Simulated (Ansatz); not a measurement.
The system is Mo.

```
Mo
1.0
    -1.58381    1.58381    1.58381
     1.58381   -1.58381    1.58381
     1.58381    1.58381   -1.58381
Mo
1
Direct
  0.00000 0.00000 0.00000
```

Base run:

* Program: Ansatz 0.2.0
* Functional: LDA
* Potentials or basis: all-electron LAPW, scalar-relativistic
* Cutoff: 248 eV (chosen from the basis error)
* Basis error allowed: 0.001 eV/atom
* k mesh: 12 × 12 × 12
* Occupations: gaussian, width 0.1 eV
* Spin: no spin polarisation

Its results: band gap on the k mesh none (metal or under the smearing width); pressure -14.1 GPa.

Q: The run is repeated on the same cell with these changes: functional from LDA to PBE; occupations from gaussian, width 0.1 eV to gaussian, width 0.025 eV. What comes out?

A: Band gap on the k mesh none (metal or under the smearing width); pressure -1.9 GPa.
